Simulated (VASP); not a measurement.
Here is a VASP 6.6.1 calculation.

INCAR

```
SYSTEM = SnTe
ALGO = Normal
EDIFF = 1E-6
ENCUT = 520
GGA = PS
ISIF = 2
ISMEAR = 0
LASPH = .TRUE.
LCHARG = .FALSE.
LREAL = .FALSE.
LWAVE = .FALSE.
NBANDS = 17
NELM = 60
PREC = Accurate
SIGMA = 0.01
```

The input KPOINTS:

```
k-points
0
G
  10 10 10
  0 0 0
```

Contents of POSCAR:

```
SnTe
1.0
    0.0000000000      3.1440864244      3.1440864244
    3.1440864244      0.0000000000      3.1440864244
    3.1440864244      3.1440864244      0.0000000000
Sn Te
1 1
Direct
    0.0000000000      0.0000000000      0.0000000000
    0.5000000000      0.5000000000      0.5000000000
```

Potentials or basis: VASP PAW PBE potentials, release 64 (Sn_d, Te).

Launch:

```bash
$ cat potpaw_PBE.64/Sn_d/POTCAR potpaw_PBE.64/Te/POTCAR > POTCAR
$ mpirun -np 1 vasp_std > vasp.out
```

Question: What does it give for the band gap on the k mesh?

Answer: 0.16 eV, direct.

Question: What does it give for the pressure?

Answer: 0.0 GPa.

Caveat: the PAW data sets were made with another functional, which shifts forces and pressure a little; spin-orbit coupling is left out, which moves the levels of the heavy elements.

**What was measured.**

A printed reference work, textbook reports, for a bulk crystal of SnTe at 300 K: band gap 0.18 eV (direct).

Against the measured gap of SnTe, 0.18 eV (direct; 300 K; a printed reference work, textbook), the calculated 0.16 eV is off by -0.02 eV. Spin-orbit coupling on Sn, Te is left out. The value is that of PBEsol on a finite k mesh, which can miss the band edges, without temperature or zero-point motion. Semilocal functionals fall short of measured gaps as a rule.
